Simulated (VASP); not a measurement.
# AlFe (Pm-3m) in VASP: a series of runs, part 2 of 2

VASP 6.6.1. Earlier steps stand in the parts before.

### Step 3. Single point, PBE, collinear spin, typed start

INCAR

```
SYSTEM = AlFe
PREC = Accurate
ENCUT = 520
EDIFF = 1E-6
ISMEAR = -1
SIGMA = 0.05
LREAL = .False.
LASPH = .True.
NELM = 150
ALGO = Normal
ISIF = 2
LWAVE = .False.
LCHARG = .True.
ISPIN = 2
MAGMOM = 0 3
LORBIT = 11
LMAXMIX = 4
GGA = PE
LELF = .True.
LVHAR = .True.
NBANDS = 16
```

KPOINTS

```
Automatic mesh
0
Gamma
  12 12 12
  0 0 0
```

POSCAR

```
AlFe
1.0
    2.9100000000      0.0000000000      0.0000000000
    0.0000000000      2.9100000000      0.0000000000
    0.0000000000      0.0000000000      2.9100000000
Al Fe
1 1
Direct
    0.0000000000      0.0000000000      0.0000000000
    0.5000000000      0.5000000000      0.5000000000
```

Potentials or basis: VASP PAW PBE potentials, release 64 (Al, Fe).

Started as:

```sh
$ cat potpaw_PBE.64/Al/POTCAR potpaw_PBE.64/Fe/POTCAR > POTCAR
$ mpirun -np 1 vasp_std > vasp.out
```

OUTCAR:

```text
SYSTEM = AlFe
   PREC = Accurate
   ENCUT = 520
   EDIFF = 1E-6
   ISMEAR = -1
   LREAL = .False.
   LASPH = .True.
   NELM = 150
   ISIF = 2
   ISPIN = 2
   LORBIT = 11
   GGA = PE

 ion  position               nearest neighbor table
   1  0.000  0.000  0.000-   2 2.52   2 2.52   2 2.52   2 2.52   2 2.52   2 2.52   2 2.52   2 2.52

   2  0.500  0.500  0.500-   1 2.52   1 2.52   1 2.52   1 2.52   1 2.52   1 2.52   1 2.52   1 2.52

  LATTYP: Found a simple cubic cell.
 ALAT       =     2.9100000000

  Lattice vectors:

 A1 = (   2.9100000000,   0.0000000000,   0.0000000000)
 A2 = (   0.0000000000,   2.9100000000,   0.0000000000)
 A3 = (   0.0000000000,   0.0000000000,   2.9100000000)

Analysis of symmetry for initial positions (statically):
=====================================================================
 Subroutine PRICEL returns:
 Original cell was already a primitive cell.

 Routine SETGRP: Setting up the symmetry group for a
 simple cubic supercell.

 Subroutine GETGRP returns: Found 48 space group operations
 (whereof 48 operations were pure point group operations)
 out of a pool of 48 trial point group operations.

The static configuration has the point symmetry O_h .

Analysis of symmetry for dynamics (positions and initial velocities):
=====================================================================
 Subroutine PRICEL returns:
 Original cell was already a primitive cell.

 Routine SETGRP: Setting up the symmetry group for a
 simple cubic supercell.

 Subroutine GETGRP returns: Found 48 space group operations
 (whereof 48 operations were pure point group operations)
 out of a pool of 48 trial point group operations.

The dynamic configuration has the point symmetry O_h .

Analysis of structural, dynamic, and magnetic symmetry:
=====================================================================
 Subroutine PRICEL returns:
 Original cell was already a primitive cell.

 Routine SETGRP: Setting up the symmetry group for a
 simple cubic supercell.

 Subroutine GETGRP returns: Found 48 space group operations
 (whereof 48 operations were pure point group operations)
 out of a pool of 48 trial point group operations.

The overall configuration has the point symmetry O_h .

 Subroutine INISYM returns: Found 48 space group operations
 (whereof 48 operations are pure point group operations),
 and found     1 'primitive' translations

----------------------------------------------------------------------------------------

                                     Primitive cell

  volume of cell :      24.6422

  direct lattice vectors                    reciprocal lattice vectors
     2.910000000  0.000000000  0.000000000     0.343642612  0.000000000  0.000000000
     0.000000000  2.910000000  0.000000000     0.000000000  0.343642612  0.000000000
     0.000000000  0.000000000  2.910000000     0.000000000  0.000000000  0.343642612

  length of vectors
     2.910000000  2.910000000  2.910000000     0.343642612  0.343642612  0.343642612

  position of ions in fractional coordinates (direct lattice)
     0.000000000  0.000000000  0.000000000
     0.500000000  0.500000000  0.500000000

  ion indices of the primitive-cell ions
   primitive index   ion index
                 1           1
                 2           2

[... 64 lines left out ...]
   ICHARG =      2    charge: 1-file 2-atom 10-const
   ISPIN  =      2    spin polarized calculation?
   LNONCOLLINEAR =      F non collinear calculations
   LSORBIT =      F    spin-orbit coupling
   LASPH  =      T    aspherical Exc in radial PAW
   ENCUT  =  520.0 eV  38.22 Ry    6.18 a.u.   5.41  5.41  5.41*2*pi/ulx,y,z
   NELM   =    150;   NELMIN=  2; NELMDL= -5     # of ELM steps
   EDIFF  = 0.1E-05   stopping-criterion for ELM
   LREAL  =      F    real-space projection
   EDIFFG = 0.1E-04   stopping-criterion for IOM
   NSW    =      0    number of steps for IOM
   IBRION =     -1    ionic relax: 0-MD 1-quasi-New 2-CG
   NFREE  =      0    steps in history (QN), initial steepest desc. (CG)
   ISIF   =      2    stress and relaxation
   ISYM   =      2    0-nonsym 1-usesym 2-fastsym
   POTIM  = 0.5000    time-step for ionic-motion
   TEBEG  =    0.0;   TEEND  =   0.0 temperature during run
   PSTRESS=    0.0 pullay stress
   NELECT =      11.0000    total number of electrons
   NUPDOWN=      -1.0000    fix difference up-down
   EMIN   =  10.00;   EMAX   =-10.00  energy-range for DOS
   EFERMI =   0.00;   METHOD = LEGACY
   ISMEAR =    -1;   SIGMA  =   0.05  broadening in eV -4-tet -1-fermi 0-gaus
   EFERMI_NEDOS =   21; number of points for ismear=-14 and -15
   IALGO  =     38    algorithm
   IMIX   =      4    mixing-type and parameters
     AMIX     =   0.40;   BMIX     =  1.00
     AMIX_MAG =   1.60;   BMIX_MAG =  1.00
  volume/ion in A,a.u.               =      12.32        83.15
  Fermi-wavevector in a.u.,A,eV,Ry     =   1.251160  2.364349 21.298567  1.565401
  Thomas-Fermi vector in A             =   2.385120
   LORBIT       =     11    0 simple, 1 ext, 2 COOP (PROOUT), +10 PAW based schemes
   GGA     = PE    functional components
   LHFCALC =     F    Hartree Fock is set to
   AEXX    =    0.0000 exact exchange contribution
   IVDW    =     0    specifies the selected vdW correction
   LEPSILON=     F    determine dielectric tensor
   LRPA    =     F    only Hartree local field effects (RPA)
 spin polarized calculation
  energy-cutoff  :      520.00
  volume of cell :       24.64
 maximum number of plane-waves:       691
 NGX is ok and might be reduce to    24
   NGX = 11   NGY = 11   NGZ = 11

 number of electron      10.9999994 magnetization       0.7374086

 Free energy of the ion-electron system (eV)
  ---------------------------------------------------
  ext. energy  EPLUGINS =         0.00000000
  ---------------------------------------------------
  free energy    TOTEN  =       -12.64188006 eV

  energy without entropy =      -12.62343492  energy(sigma->0) =      -12.63265749

 E-fermi :   7.6672     XC(G=0): -11.9718

 val. band max:        7.6670207817   @ k =   0.1667   0.0833   0.0833
 cond. band min:       7.6677482026   @ k =   0.5000   0.4167   0.4167
 fundamental gap:      0.0007274209
 Fermi energy:         7.6672384573

 spin component 1

 k-point     1 :       0.0000    0.0000    0.0000
  band No.  band energies     occupation
      1      -2.5604      1.00000
      2       5.2371      1.00000
      3       5.2371      1.00000
      4       7.2154      0.99988
      5       7.2154      0.99988
      6       7.2154      0.99988
[... 435 lines left out ...]
      5       6.5344      1.00000
      6       6.7138      1.00000
[... 8 lines left out ...]
     15      26.6544      0.00000
     16      29.6159      0.00000

 [... further k-points ...]

 spin component 2

 k-point     1 :       0.0000    0.0000    0.0000
  band No.  band energies     occupation
      1      -2.5594      1.00000
      2       5.6337      1.00000
      3       5.6337      1.00000
      4       8.0980      0.00018
      5       8.0980      0.00018
      6       8.0980      0.00018
[... 435 lines left out ...]
      5       7.3352      0.99870
      6       7.5379      0.92994
[... 8 lines left out ...]
     15      26.6117      0.00000
     16      29.5412      0.00000

 [... further k-points ...]
[... 5 lines left out ...]
  --------------------------------------------------------------------------------------
  -------------------------------------------------------------------------------------
  Total       -0.9069593     -0.9069593     -0.9069593      0.0000000     -0.0000000      0.0000000
  in kB      -58.9684099    -58.9684099    -58.9684099      0.0000000     -0.0000000      0.0000000
  external PRESSURE =     -58.9684099 kB  Pullay stress =       0.0000000 kB

 VOLUME and BASIS-vectors are now :
 -----------------------------------------------------------------------------
  energy-cutoff  :      520.00
  volume of cell :       24.64
      direct lattice vectors                 reciprocal lattice vectors
     2.910000000  0.000000000  0.000000000     0.343642612  0.000000000  0.000000000
     0.000000000  2.910000000  0.000000000     0.000000000  0.343642612  0.000000000
     0.000000000  0.000000000  2.910000000     0.000000000  0.000000000  0.343642612

 POSITION                                       TOTAL-FORCE (eV/Angst)
 -----------------------------------------------------------------------------------
      0.00000      0.00000      0.00000         0.000000      0.000000      0.000000
      1.45500      1.45500      1.45500         0.000000      0.000000      0.000000
 -----------------------------------------------------------------------------------
    total drift:                                0.000000     -0.000000     -0.000000

  FREE ENERGIE OF THE ION-ELECTRON SYSTEM (eV)
  ---------------------------------------------------
  free  energy   TOTEN  =       -12.6418800609 eV

  energy  without entropy=      -12.6234349165  energy(sigma->0) =      -12.63265749

 total charge

# of ion       s       p       d       tot
------------------------------------------
    1        0.395   0.420   0.000   0.815
    2        0.417   0.475   6.450   7.342
--------------------------------------------------
tot          0.812   0.895   6.450   8.157

 magnetization (x)

# of ion       s       p       d       tot
------------------------------------------
    1       -0.009  -0.017   0.000  -0.026
    2       -0.000   0.008   0.777   0.784
--------------------------------------------------
tot         -0.009  -0.009   0.777   0.758
```

OSZICAR:

```text
N       E                     dE             d eps       ncg     rms          rms(c)
DAV:   1     0.309480238036E+02    0.30948E+02   -0.44717E+03  5456   0.698E+02
DAV:   2    -0.126392862807E+02   -0.43587E+02   -0.38853E+02  6240   0.139E+02
DAV:   3    -0.140814551805E+02   -0.14422E+01   -0.14259E+01  6744   0.270E+01
DAV:   4    -0.141020741409E+02   -0.20619E-01   -0.20612E-01  6688   0.287E+00
DAV:   5    -0.141027429502E+02   -0.66881E-03   -0.66878E-03  7000   0.568E-01    0.140E+01
DAV:   6    -0.158184088779E+02   -0.17157E+01   -0.41813E+01  6176   0.706E+01    0.174E+01
DAV:   7    -0.126823879425E+02    0.31360E+01   -0.25055E+01  6320   0.457E+01    0.310E+00
DAV:   8    -0.126557263441E+02    0.26662E-01   -0.19202E-01  6952   0.342E+00    0.160E+00
DAV:   9    -0.126446712737E+02    0.11055E-01   -0.18918E-02  7304   0.125E+00    0.106E+00
DAV:  10    -0.126418502416E+02    0.28210E-02   -0.20184E-03  6624   0.340E-01    0.218E-01
DAV:  11    -0.126418892750E+02   -0.39033E-04   -0.24018E-04  7552   0.156E-01    0.103E-01
DAV:  12    -0.126418815799E+02    0.76951E-05   -0.19671E-05  7496   0.350E-02    0.511E-02
DAV:  13    -0.126418784507E+02    0.31292E-05   -0.31676E-06  4792   0.134E-02    0.116E-02
DAV:  14    -0.126418799120E+02   -0.14613E-05   -0.24542E-06  4240   0.156E-02    0.416E-03
DAV:  15    -0.126418800609E+02   -0.14888E-06   -0.37865E-07  3344   0.553E-03
   1 F= -.12641880E+02 E0= -.12632657E+02  d E =-.184451E-01  mag=     0.7373
```

stdout:

```text
POSCAR found type information on POSCAR AlFe
 POSCAR found :  2 types and       2 ions
 scaLAPACK will be used
 LDA part: xc-table for (Slater+PW92), standard interpolation
 POSCAR, INCAR and KPOINTS ok, starting setup
 FFT: planning ... GRIDC
 FFT: planning ... GRID_SOFT
 FFT: planning ... GRID
 WAVECAR not read
 entering main loop
```

Run time: 46 s. Hardware: 1 thread of Intel Xeon Platinum 8259CL at 2.50GHz (Skylake/Cascade Lake), shared host; peak memory 0.19 GiB.

Results:

- Free energy: -12.6419 eV
- Pressure: -5.9 GPa
- Band gap on the k mesh: none (metal or under the smearing width)
- Net moment: 0.74 μB per cell
- Site moments: Al -0.03; Fe +0.78 μB
- Valence electrons inside the program's atomic spheres: Al 0.81; Fe 7.34
